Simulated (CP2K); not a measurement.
ZrO2:

```
Zr O
1.0
     3.59928    0.00000    0.00000
     1.79964    3.11706    0.00000
     1.79964    1.03902    2.93880
Zr O
1 2
Direct
  0.00000 0.00000 0.00000
  0.75000 0.75000 0.75000
  0.25000 0.25000 0.25000
```

Measurements of this composition are mostly on another form, of space group No. 14.

Base run:

| Property | Result |
| --- | --- |
| Program | CP2K 2026.2 |
| Functional | M06-L |
| Potentials or basis | POTENTIAL_UZH Zr GTH-PBE-q12, O GTH-PBE-q6; TZVP-MOLOPT-PBE-GTH basis |
| Density cutoff | 11565 eV |
| k mesh | 9 × 9 × 9 |
| Occupations | fermi-dirac, width 0.05 eV |
| Spin | no spin polarisation |

Its results: band gap on the k mesh 3.86 eV, indirect (least direct gap 4.31 eV).

The run is repeated on the same cell with these changes: functional from M06-L to BEEF-vdW. What comes out?

Band gap on the k mesh 3.55 eV, indirect (least direct gap 4.01 eV).

Caveats: an odd mesh through Γ misses points on the zone boundary, where band edges often lie; the basis of atomic orbitals isn't converged, which shifts pressures, moduli and gaps.
